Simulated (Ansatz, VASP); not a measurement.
**SnS2 (Berndtite-2T) in VASP and in Ansatz**

The input INCAR:

```
ALGO = Normal ; EDIFF = 1E-7
ENCUT = 520 ; GGA = PS
ISIF = 2 ; ISMEAR = -1
LASPH = True ; LCHARG = False
LREAL = False ; LWAVE = False
NBANDS = 20 ; NELM = 80
PREC = Accurate ; SIGMA = 0.05
```

File KPOINTS:

```
k-points
0
Gamma
  8 8 5
```

The input POSCAR:

```
SnS2
1.0
    3.6145764453      0.0000000000      0.0000000000
   -1.8072882227      3.1303150256      0.0000000000
    0.0000000000      0.0000000000      5.8286162630
Sn S
1 2
Direct
    0.0000000000      0.0000000000      0.0000000000
    0.6666666667      0.3333333333      0.7500000000
    0.3333333333      0.6666666667      0.2500000000
```

Contents of input.yaml:

```yaml
crystal:
  lattice:
    - [3.6145764453, 0.0, 0.0]
    - [-1.8072882227, 3.1303150256, 0.0]
    - [0.0, 0.0, 5.828616263]
  atoms:
    - { symbol: Sn, position: [0.0, 0.0, 0.0] }
    - { symbol: S, position: [0.6666666667, 0.3333333333, 0.75] }
    - { symbol: S, position: [0.3333333333, 0.6666666667, 0.25] }
hamiltonian:
  xc: pbesol
  pseudopotentials: { kind: paw }
kpoints:
  mp_grid: { grid: [8, 8, 5] }
scf:
  occupations: { method: fermi_dirac, width: 0.05 }
output:
  forces: true
  stress: true
  eigenvalues: true
```

Change from the starting cell: volume scaled by 0.98.

Alike in both runs: task single point; functional PBEsol; k mesh 8 × 8 × 5; occupations fermi-dirac, width 0.05 eV; no spin polarisation.

|  | VASP | Ansatz |
| --- | --- | --- |
| version | VASP 6.6.1 | Ansatz 0.2.0 |
| potentials or method | VASP PAW PBE potentials, release 64 (Sn_d, S) | Ansatz PAW |
| plane-wave cutoff (eV) | 520 | 420 |
| valence electrons in the cell | 26 | 26 |

VASP gave:

```
gap on the k mesh at the Fermi level (eV) : 1.43
least direct gap on the mesh (eV)         : 1.92
pressure (GPa)                            : 2.9
rms of the force components (eV/Å)        : 0.144
```

Task: Estimate Ansatz's values.

Result: gap on the k mesh at the Fermi level (eV): 1.41; least direct gap on the mesh (eV): 1.91; pressure (GPa): 3.0; rms of the force components (eV/Å): 0.144.

Atom by atom the forces differ by 0.000 eV/Å (rms over components).

Caveats: spin-orbit coupling is left out, which moves the levels of the heavy elements; this functional lacks dispersion, which binds the layers, so the pressure and a relaxed spacing across them are unreliable; the PAW data sets were made with another functional, which shifts forces and pressure a little (VASP); an odd mesh through Γ misses points on the zone boundary, where band edges often lie (VASP); odd divisions of the mesh miss points on the zone boundary, where band edges often lie, so the gap on the mesh can be too wide (Ansatz); the PAW data sets come from PBE, with cores solved anew for the run's functional, which leaves a small shift of forces and pressure (Ansatz).
